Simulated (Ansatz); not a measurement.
# HfO2: one atom moved over a plane, part 2 of 2

Aim: for HfO2, map the energy of atom 1 (Hf) over a plane.

Ansatz 0.2.0; DFT PBE, scalar-relativistic, plane waves, PAW.

## (14) p = -0.225, q = -0.225

input.yaml

```yaml
crystal:
  lattice:
    - [3.6043048131, 0.0, 0.0]
    - [0.0, 3.6043048131, 0.0]
    - [0.0, 0.0, 5.2639671549]
  atoms:
    - { symbol: Hf, position: [0.5, 0.4375746471, 0.4572565722] }
    - { symbol: Hf, position: [0.0, 0.0, 0.0] }
    - { symbol: O, position: [0.0, 0.5, 0.6932521152] }
    - { symbol: O, position: [0.5, 0.0, 0.8067478848] }
    - { symbol: O, position: [0.5, 0.0, 0.3067478848] }
    - { symbol: O, position: [0.0, 0.5, 0.1932521152] }
basis:
  ecutwfc: 420
kpoints:
  mp_grid: { grid: [6, 6, 4] }
hamiltonian:
  xc: pbe
scf:
  occupations: { method: gaussian, width: 0.05 }
output:
  forces: true
  stress: true
  eigenvalues: true
```

On the command line:

```console
$ ansatz run input.yaml --threads 2 --pin off --max-ram 5120MiB --backend cpu --events-out ev --progress --plain --runs-dir out
```

The log of the run, cut to the lines that bear on the results:

```text
Warning: RAYON_NUM_THREADS=2 ignored (pool sized by the plan → 2); use --threads N
[...]
Pseudopotentials: kind: paw
Pseudopotential: Hf, paw, valence charge 26, recommended cutoff 420 eV (normal), Hf.paw.azcp
Pseudopotential: O, paw, valence charge 6, recommended cutoff 420 eV (normal), O.paw.azcp
Functional definition: PBE
[...]
Crystal: 6 atoms, lattice volume = 68.384 Å³
Basis set: ecut = 420 eV, 1321 PW (Γ), exchange–correlation on 50×50×72 points (8 copies of the dense FFT grid, shifted against one another)
Bands: 46, of which v1, the nominal top of the filled ones, is band 38 counted from 1 (37 counted from 0)
Symmetry: 2 space group operations
Space group: Pm (ITA 6), of the structure as read, at distance tolerance 4.1e-5 Å
k-points: 56 of 144 (time reversal used)
[...]
SCF iter   1: F=—  HF=-33721.860889 eV  |F-HF|=—  |Δ(HF+E_count)|=         —  Δρ=4.12e-3  dr2=6.47e-3  ethr=1.77e-3  ⟨swp⟩=6.0  Hψ=8591  notcnv=0  defer=1
[...]
SCF iter   8: F=-33721.862056 eV  HF=-33721.862056 eV  |F-HF|=4.49e-8  |Δ(HF+E_count)|=   2.01e-7  Δρ=1.12e-5  dr2=7.44e-8  ethr=1.32e-10  ⟨swp⟩=8.3  Hψ=11420  notcnv=0
[...]
SCF converged after 8 iterations
Free energy (F): -33721.862056 eV
[...]
E sigma→0 (E₀):  -33721.862056 eV
Fermi energy:    17.064606 eV
[...]
--- Forces (eV/Å), atoms counted from 1 ---
  atom   1  Hf     0.00000000     6.03283512     6.70561839
  atom   2  Hf     0.00000000    -0.11874149    -3.34938598
  atom   3  O      0.00000000    -0.50186877    -1.05242120
  atom   4  O      0.00000000     0.52116440     0.67560337
  atom   5  O      0.00000000    -5.68658956    -3.27244143
  atom   6  O      0.00000000    -0.24664057     0.29323119
[...]
--- Stress (GPa, compression-positive) ---
       -5.755930       0.000000       0.000000
        0.000000      26.224447      12.651097
        0.000000      12.651095       3.397863
  P = ⅓ Tr σ = 7.9555 GPa (79.555 kbar)
--- Band table (eV; the first three rows and the last of 56) ---
[...]
```

Run time: 5.7 s. Hardware: 2 threads of Intel Xeon Platinum 8488C (Sapphire Rapids), shared host; peak memory 0.46 GiB.

## (15) At p = -0.225, q = 0.225

input.yaml, as its differences from that of step 14:

```diff
@@ -6,3 +6,3 @@
   atoms:
-    - { symbol: Hf, position: [0.5, 0.4375746471, 0.4572565722] }
+    - { symbol: Hf, position: [0.5, 0.4375746471, 0.5427434278] }
     - { symbol: Hf, position: [0.0, 0.0, 0.0] }
```

On the command line:

```console
$ ansatz run input.yaml --threads 2 --pin off --max-ram 5120MiB --backend cpu --events-out ev --progress --plain --runs-dir out
```

The log of the run, cut to the lines that bear on the results:

```text
Warning: RAYON_NUM_THREADS=2 ignored (pool sized by the plan → 2); use --threads N
[...]
Pseudopotentials: kind: paw
Pseudopotential: Hf, paw, valence charge 26, recommended cutoff 420 eV (normal), Hf.paw.azcp
Pseudopotential: O, paw, valence charge 6, recommended cutoff 420 eV (normal), O.paw.azcp
Functional definition: PBE
[...]
Crystal: 6 atoms, lattice volume = 68.384 Å³
Basis set: ecut = 420 eV, 1321 PW (Γ), exchange–correlation on 50×50×72 points (8 copies of the dense FFT grid, shifted against one another)
Bands: 46, of which v1, the nominal top of the filled ones, is band 38 counted from 1 (37 counted from 0)
Symmetry: 2 space group operations
Space group: Pm (ITA 6), of the structure as read, at distance tolerance 4.1e-5 Å
k-points: 56 of 144 (time reversal used)
[...]
SCF iter   1: F=—  HF=-33722.369630 eV  |F-HF|=—  |Δ(HF+E_count)|=         —  Δρ=3.68e-3  dr2=4.40e-3  ethr=1.77e-3  ⟨swp⟩=5.9  Hψ=8400  notcnv=0
[...]
SCF iter   8: F=-33722.370522 eV  HF=-33722.370522 eV  |F-HF|=5.05e-9  |Δ(HF+E_count)|=   8.31e-8  Δρ=7.16e-6  dr2=2.99e-8  ethr=1.32e-10  ⟨swp⟩=8.0  Hψ=10856  notcnv=0
[...]
SCF converged after 8 iterations
Free energy (F): -33722.370522 eV
[...]
E sigma→0 (E₀):  -33722.370522 eV
Fermi energy:    17.022421 eV
[...]
--- Forces (eV/Å), atoms counted from 1 ---
  atom   1  Hf     0.00000000     1.12741651    -4.49905165
  atom   2  Hf     0.00000000    -0.18324993     2.99030995
  atom   3  O      0.00000000     0.00556988     1.46924317
  atom   4  O      0.00000000    -0.14787537     0.15092516
  atom   5  O      0.00000000    -0.67350605     0.52509985
  atom   6  O      0.00000000    -0.12829980    -0.63665366
[...]
--- Stress (GPa, compression-positive) ---
       14.883066       0.000000       0.000000
        0.000000      -2.302086       1.419960
        0.000000       1.419961       3.167789
  P = ⅓ Tr σ = 5.2496 GPa (52.496 kbar)
--- Band table (eV; the first three rows and the last of 56) ---
[...]
```

It took 5.1 s on 2 threads of Intel Xeon Platinum 8488C (Sapphire Rapids), shared host; peak memory 0.46 GiB.

## (16) The scan collected

Energy above the undisturbed cell in eV/cell; points alike by symmetry are filled in, and a dash was not computed:

```csv
p \ q,-0.450,-0.225,0.000,0.225,0.450
-0.450,7.662,3.811,1.607,1.298,2.841
-0.225,3.199,1.178,0.282,0.669,2.232
0.000,2.161,0.572,0.000,0.572,2.161
0.225,3.199,1.178,0.282,0.669,2.232
0.450,7.662,3.811,1.607,1.298,2.841
```

Pressure in GPa:

```
 p \ q  -0.450  -0.225  0.000  0.225  0.450
-0.450    42.1    24.5   14.5   13.2   20.7
-0.225    18.1     8.0    3.3    5.2   13.2
 0.000    11.1     3.0    0.0    3.0   11.1
 0.225    18.1     8.0    3.3    5.2   13.2
 0.450    42.1    24.5   14.5   13.2   20.7
```

Gap on the mesh in eV:

| p \ q | -0.450 | -0.225 | 0.000 | 0.225 | 0.450 |
| --- | --- | --- | --- | --- | --- |
| -0.450 | 2.55 | 3.50 | 4.33 | 3.88 | 2.88 |
| -0.225 | 2.74 | 3.77 | 4.71 | 3.95 | 2.80 |
| 0.000 | 2.55 | 3.66 | 4.67 | 3.66 | 2.55 |
| 0.225 | 2.74 | 3.77 | 4.71 | 3.95 | 2.80 |
| 0.450 | 2.55 | 3.50 | 4.33 | 3.88 | 2.88 |

## (17) What came out

This closing draws on all 2 parts.

| quantity | value |
| --- | --- |
| highest point | 7.662 eV/cell at (p, q) = (-0.450, -0.450) |
| lowest point away from the origin | 0.282 eV/cell at (-0.225, 0.000) |

What this shows: The undisturbed cell is the lowest computed point. Read as harmonic, the points at ±0.225 Å give force constants of 11.15 eV/Å² along p and 22.62 eV/Å² along q: the atom moves more easily along p. The gap on the mesh runs from 2.55 to 4.71 eV over the map. These runs have no spin-orbit coupling; with Hf it would split and shift bands. Where forces pass 15 eV/Å atoms stand far too close, the PAW spheres overlap strongly and those numbers are rough.
